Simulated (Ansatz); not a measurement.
Li2Se: which shells make which states

```yaml
crystal:
  lattice:
    - [0.00000, 3.00250, 3.00250]
    - [3.00250, 0.00000, 3.00250]
    - [3.00250, 3.00250, 0.00000]
  atoms:
    - { symbol: Li, position: [0.25000, 0.25000, 0.25000] }
    - { symbol: Li, position: [0.75000, 0.75000, 0.75000] }
    - { symbol: Se, position: [0.00000, 0.00000, 0.00000] }
```

Atom numbers follow the list: Li1, Li2, Se3.

The conventional cell has a = 6.005 Å, b = 6.005 Å, c = 6.005 Å, α = 90.00°, β = 90.00°, γ = 90.00°. Around Li (atom 1) lie 4 Se at 2.60 Å. Se (atom 3) has 8 Li at 2.60 Å as nearest neighbours.

The cell is COD entry 1011373, as deposited and not checked against the literature; nothing was relaxed.

Theory: DFT, PBE, all-electron LAPW, scalar-relativistic in Ansatz 0.2.0.

Sampling and basis: a Γ-centred 9×9×9 k mesh, Fermi–Dirac smearing of 0.03 eV, basis error target 1 meV/atom, no spin polarisation.

Weights are projections on a minimal set of Löwdin-orthogonalised atomic shells, summed over atoms of an element; the rest lies outside that basis, and weights on diffuse cation s shells are inflated where empty shells are missing from it. Energies are in eV from the valence-band top.

Points: U (0.625, 0.250, 0.625), X (0.500, 0.000, 0.500).

| state | character |
| --- | --- |
| U, -10.92 eV | ? |
| U, -2.08 eV | ? |
| U, -2.06 eV | Se 4p 81 %, Li 2s 18 % |
| U, -1.17 eV | Se 4p 96 % |
| X, -10.92 eV | ? |
| X, -2.28 eV | ? |
| X, -1.43 eV (×2) | Se 4p 96 % |

Q: Give the missing entry: row "X, -10.92 eV", column "character".

A: Se 4s 99 %.

Q: Give the missing entry: row "X, -2.28 eV", column "character".

A: Se 4p 78 %, Li 2s 22 %.

Q: What belongs in the row "U, -2.08 eV", column "character"?

A: Se 4p 87 %, Li 2s 9 %.

Q: Give the missing entry: row "U, -10.92 eV", column "character".

A: Se 4s 98 %.
